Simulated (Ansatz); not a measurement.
Method: Ansatz, DFT PBE, scalar-relativistic, plane waves, PAW. The final run on the 8-atom cell used 420 eV, a Γ-centred 10×8×6 mesh, 0.10 eV smearing and collinear spin.

Formation energies are uncorrected and refer to the elements' standard structures at the same level (F₂ as a molecule).

Question: Propose a candidate for an orthorhombic metal with formula CdF3, with a formation energy near −1.40 eV/atom, about 16 Å³ per atom and a net moment near 0.2 μB per atom, in a cell of 8 atoms. Its symmetry should be Pmmn (No. 59).

Answer: CdF3, space group Pmmn (No. 59). Around Cd lie 1 F at 2.15 Å and 6 F at 2.31–2.34 Å; F on a site of symmetry m has 3 Cd at 2.31–2.34 Å, 1 F at 2.43 Å and 3 F at 2.65–2.73 Å; F on a site of symmetry mm2 has 1 Cd at 2.15 Å and 2 F at 2.43 Å.

```xyz
8
Lattice="3.7347 0.0000 0.0000 0.0000 5.7162 0.0000 0.0000 0.0000 5.8596" Properties=species:S:1:pos:R:3 pbc="T T T"
Cd    0.0000    2.8581    0.8544
Cd    1.8674    0.0000    5.0052
F     0.0000    4.3534    4.9204
F     0.0000    1.3628    4.9204
F     1.8674    1.4953    0.9392
F     1.8674    4.2209    0.9392
F     0.0000    2.8581    3.0031
F     1.8674    0.0000    2.8565
```

| Property | Result |
| --- | --- |
| Volume per atom | 15.6 Å³ |
| Density | 4.5 g/cm³ |
| Formation energy | −1.40 eV/atom |
| Gap on the 10×8×6 mesh of the 8-atom cell | 0 eV (a metal) |
| Net moment per atom | 0.25 μB |
| Moment by site | F 0.2 (×4), 0.5 (×2) μB |

It was reached by relaxing an invented guess, and it needn't be the stable form of this composition. The answer needn't be unique; the calculation gave this one.

Weakly bound directions are ill-defined at this level, which has no dispersion term. The magnetic state reached may not be the lowest. Symmetry constrained the relaxation, so the result can be a saddle point. Site moments count only spheres around the atoms; the net moment includes the space between them.
